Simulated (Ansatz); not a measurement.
Results of PBEsol (PAW; Ansatz, an electronic-structure program) for wurtzite InN.

Run with plane-wave cutoff 500 eV, 8×8×1 k mesh (along the axes of the cell as run), Fermi–Dirac smearing 0.05 eV, scalar-relativistic PAW data made under PBE.

### Question
Estimate the surface energy of the (11-20) face and work function of the (11-20) face that the calculation returns.

### Answer

surface energy of the (11-20) face: 1.44 J/m²
work function of the (11-20) face: 5.20 eV

The slab of 32 atoms is relaxed and unreconstructed.

Spin–orbit coupling is not included.

Static lattice: no zero-point or thermal effects.
